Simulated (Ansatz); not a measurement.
## NaI (zincblende) under strain

NaI built on the zincblende prototype, relaxed with r2SCAN in Ansatz. Space group F-43m (No. 216), cubic; a = 7.086 Å in the conventional setting, 44.48 Å³ an atom. Na is surrounded by 4 I at 3.07 Å; I is surrounded by 4 Na at 3.07 Å.

The axes x, y and z are those of this cell:
```
Na I
1.0
     0.00000    3.54319    3.54319
     3.54319    0.00000    3.54319
     3.54319    3.54319    0.00000
Na I
1 1
Direct
  0.00000 0.00000 0.00000
  0.25000 0.25000 0.25000
```

Unstrained: The PBE gap is direct at Γ: 3.825 eV. r2SCAN gives a direct gap of 4.419 eV at Γ. With HSE06 the gap is 4.812 eV and direct, at Γ. Meshes: PBE 6×6×6, r2SCAN 6×6×6, HSE06 4×4×4. Strains are changes of length per length, and xy shears are angles. After each strain the atoms were relaxed again with r2SCAN in this cell and within any symmetry left, so distortions that break it or need a larger cell weren't tested; points keep the names that they have in the unstrained zone. The cell comes from a prototype generator: it can be a known phase or a hypothetical one. Spin polarisation is off.

Changes of the least gap in eV (an overlap counts as a negative gap):

| strain | volume change (%) | space group | PBE | r2SCAN | HSE06 | energy rise, r2SCAN (meV/atom) |
| --- | --- | --- | --- | --- | --- | --- |
| xy shear, engineering strain (angle) -0.87 % | 0.0 | Imm2 | -0.013 | -0.013 | -0.013 | 0.0 |
| biaxial -0.65 % in x and y, z held | -1.3 | I-4m2 | +0.020 | +0.020 | +0.021 | 0.3 |
| epitaxial +5.38 % in the plane normal to [111], free normal strain -6.93 % | +3.4 | R3m | -0.320 | -0.331 | -0.336 | 10.2 |

Xy shear, engineering strain (angle) -0.87 %. HSE06: the gap goes from 4.812 to 4.799 eV (-0.013 eV); with r2SCAN the top three valence levels at Γ, degenerate before, become 1+1+1 from the top over 25 meV. Stress change with r2SCAN, compression positive: xx 0.00, yy 0.00, zz 0.00, xy +0.03 GPa.

Biaxial -0.65 % in x and y, z held. HSE06: the gap goes from 4.812 to 4.833 eV (+0.021 eV). Stress change with r2SCAN, compression positive: xx +0.16, yy +0.16, zz +0.15 GPa.

Epitaxial +5.38 % in the plane normal to [111], free normal strain -6.93 %. HSE06: the gap goes from 4.812 to 4.476 eV (-0.336 eV); with r2SCAN the top three valence levels at Γ, degenerate before, become 1+2 from the top over 279 meV. Stress change with r2SCAN, compression positive: xx -0.49, yy -0.49, zz -0.49, xy +0.23, xz +0.23, yz +0.23 GPa.

Spin-orbit coupling is left out, which matters wherever the heavy atoms make up the band edges.

The meshes of the hybrids are coarse, so their gaps aren't converged to the digits shown.

The splittings at Γ are without spin-orbit coupling, which is tenths of an eV in such compounds, regroups them and changes the shifts of the gap.
